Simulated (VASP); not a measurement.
## CdF₂ in VASP 6.6.1, single-point calculation

INCAR

```
ISIF = 2
LREAL = .FALSE.
NELECT = 25
LASPH = .TRUE.
NSW = 0
NBANDS = 20
LCHARG = .FALSE.
NELM = 74
ISMEAR = -5
IBRION = -1
SIGMA = 0.2
GGA = PE
LWAVE = .FALSE.
EDIFF = 1E-7
PREC = Accurate
ENCUT = 520
```

KPOINTS

```
KPOINTS created by Atomic Simulation Environment
0
Gamma
8 8 8
0 0 0
```

POSCAR

```
Cd F
 1.0000000000000000
    -0.0000000000000000    2.6941776810402964    2.6941776810402964
     2.6941776810402964   -0.0000000000000000    2.6941776810402964
     2.6941776810402964    2.6941776810402964    0.0000000000000000
 Cd  F
   1   2
Cartesian
 -0.0000000000000000  0.0000000000000000 -0.0000000000000000
  1.3470888405201480  1.3470888405201480  1.3470888405201480
  4.0412665215604449  4.0412665215604449  4.0412665215604449
```

The recommended PBE PAW datasets give the neutral cell 26 valence electrons.

Command

```
mpirun -np 1 vasp_std
```

OSZICAR

```
N       E                     dE             d eps       ncg     rms          rms(c)
DAV:   1     0.185871655681E+03    0.18587E+03   -0.14381E+04  1192   0.123E+03
DAV:   2    -0.171962720865E+01   -0.18759E+03   -0.18207E+03  1272   0.329E+02
DAV:   3    -0.956254770750E+01   -0.78429E+01   -0.77552E+01  1352   0.724E+01
DAV:   4    -0.959743541692E+01   -0.34888E-01   -0.34884E-01  1220   0.498E+00
DAV:   5    -0.959756153695E+01   -0.12612E-03   -0.12611E-03  1344   0.271E-01    0.837E+00
DAV:   6    -0.917049058712E+01    0.42707E+00   -0.34727E+00  1196   0.474E+01    0.117E+01
DAV:   7    -0.889924849769E+01    0.27124E+00   -0.86626E-01  1200   0.125E+01    0.507E+00
DAV:   8    -0.886897774820E+01    0.30271E-01   -0.27531E-01  1212   0.826E+00    0.889E-01
DAV:   9    -0.886106044908E+01    0.79173E-02   -0.32528E-02  1176   0.237E+00    0.187E-01
DAV:  10    -0.886121687578E+01   -0.15643E-03   -0.38786E-03  1288   0.614E-01    0.112E-01
DAV:  11    -0.886132486552E+01   -0.10799E-03   -0.65566E-04  1208   0.299E-01    0.656E-02
DAV:  12    -0.886127093810E+01    0.53927E-04   -0.15314E-04  1212   0.190E-01    0.285E-02
DAV:  13    -0.886127941321E+01   -0.84751E-05   -0.13114E-05  1212   0.362E-02    0.298E-02
DAV:  14    -0.886125939140E+01    0.20022E-04   -0.20633E-05  1344   0.841E-02    0.622E-03
DAV:  15    -0.886126059660E+01   -0.12052E-05   -0.11580E-06  1236   0.116E-02    0.104E-03
DAV:  16    -0.886126089165E+01   -0.29506E-06   -0.99890E-08   952   0.350E-03    0.731E-04
DAV:  17    -0.886126093348E+01   -0.41831E-07   -0.12013E-08   624   0.115E-03
   1 F= -.88612609E+01 E0= -.88612609E+01  d E =0.000000E+00
```

From OUTCAR

```
k-points           NKPTS =     29   k-points in BZ     NKDIM =     29   number of bands    NBANDS=     20

   NELECT =      25.0000    total number of electrons

   dimension x,y,z NGX =    28 NGY =   28 NGZ =   28
   dimension x,y,z NGXF=    56 NGYF=   56 NGZF=   56

  energy-cutoff  :      520.00
  volume of cell :       39.11
      direct lattice vectors                 reciprocal lattice vectors
     0.000000000  2.694177681  2.694177681    -0.185585384  0.185585384  0.185585384
     2.694177681  0.000000000  2.694177681     0.185585384 -0.185585384  0.185585384
     2.694177681  2.694177681  0.000000000     0.185585384  0.185585384 -0.185585384

 k-points in reciprocal lattice and weights: KPOINTS created by Atomic Simulation Env
   0.00000000  0.00000000  0.00000000       0.002
   0.12500000  0.00000000  0.00000000       0.016
   0.25000000  0.00000000  0.00000000       0.016
   0.37500000  0.00000000  0.00000000       0.016
   0.50000000  0.00000000  0.00000000       0.008
   0.12500000  0.12500000  0.00000000       0.012
   0.25000000  0.12500000  0.00000000       0.047
   0.37500000  0.12500000  0.00000000       0.047
   ...

 E-fermi :  -2.6130

 k-point     1 :       0.0000    0.0000    0.0000
  band No.  band energies     occupation
      1     -23.1684      2.00000
      2     -22.1933      2.00000
      3      -7.3582      2.00000
      4      -7.3582      2.00000
      5      -7.3582      2.00000
      6      -5.9793      2.00000
      7      -5.9793      2.00000
      8      -3.3802      2.00000
      9      -3.3801      2.00000
     10      -3.3801      2.00000
     11      -2.7164      2.00000
     12      -2.7164      2.00000
     13      -2.7164      2.00000
     14       1.9555      0.00000
     15      11.7954      0.00000
     16      11.7954      0.00000
     17      11.7954      0.00000
     18      17.2155      0.00000
     19      18.9339      0.00000
     20      18.9339      0.00000

 k-point     2 :       0.1250    0.0000    0.0000
  band No.  band energies     occupation
      1     -23.1245      2.00000
      2     -22.2314      2.00000
      3      -7.2987      2.00000
      4      -7.2987      2.00000
      5      -7.1942      2.00000
      6      -5.9999      2.00000
      7      -5.9999      2.00000
      8      -3.7352      2.00000
      9      -3.4541      2.00000
     10      -3.4541      2.00000
     11      -2.8210      2.00000
     12      -2.7220      2.00000
     13      -2.7220      2.00000
     14       2.4269      0.00000
     15      11.0900      0.00000
     16      11.9920      0.00000
     17      11.9920      0.00000
     18      18.1297      0.00000
     19      18.5328      0.00000
     20      18.5328      0.00000

 k-point     3 :       0.2500    0.0000    0.0000
  band No.  band energies     occupation
      1     -23.0063      2.00000
      2     -22.3376      2.00000
      3      -7.1574      2.00000
      4      -7.1574      2.00000
      5      -6.7465      2.00000
      6      -6.0214      2.00000
      7      -6.0214      2.00000
      8      -4.3519      2.00000
      9      -3.6825      2.00000
     10      -3.6825      2.00000
     11      -3.2730      2.00000
     12      -2.7109      2.00000
     13      -2.7109      2.00000
     14       3.5661      0.00000
     15       9.8562      0.00000
     16      12.4906      0.00000
     17      12.4906      0.00000
     18      17.8827      0.00000
     19      17.8827      0.00000
     20      18.8207      0.00000

 ...

  Total       -6.3207554     -6.3207554     -6.3207554     -0.0000000      0.0000000      0.0000000
  in kB     -258.9231432   -258.9231432   -258.9231432     -0.0000000      0.0000000      0.0000000
  external PRESSURE =    -258.9231432 kB  Pullay stress =       0.0000000 kB

 POSITION                                       TOTAL-FORCE (eV/Angst)
 -----------------------------------------------------------------------------------
      0.00000      0.00000      0.00000        -0.000000     -0.000000     -0.000000
      1.34709      1.34709      1.34709        -0.000000     -0.000000     -0.000000
      4.04127      4.04127      4.04127         0.000000      0.000000      0.000000
 -----------------------------------------------------------------------------------
    total drift:                                0.000000      0.000000      0.000000

  FREE ENERGIE OF THE ION-ELECTRON SYSTEM (eV)
  ---------------------------------------------------
  free  energy   TOTEN  =        -8.8612609335 eV

  energy  without entropy=       -8.8612609335  energy(sigma->0) =       -8.86126093
```

It converged. Results: pressure -25.9 GPa.

The cell is charged and sits in a uniform background.

For comparison, a separate PBE run of the intended cell, on usual settings and not on those above, gives a gap of 3.07 eV on its mesh and a pressure of 6.2 GPa.

The run above took about 21 s on one core of a shared host (Intel Xeon Platinum 8488C) and held 0.17 GiB at most.
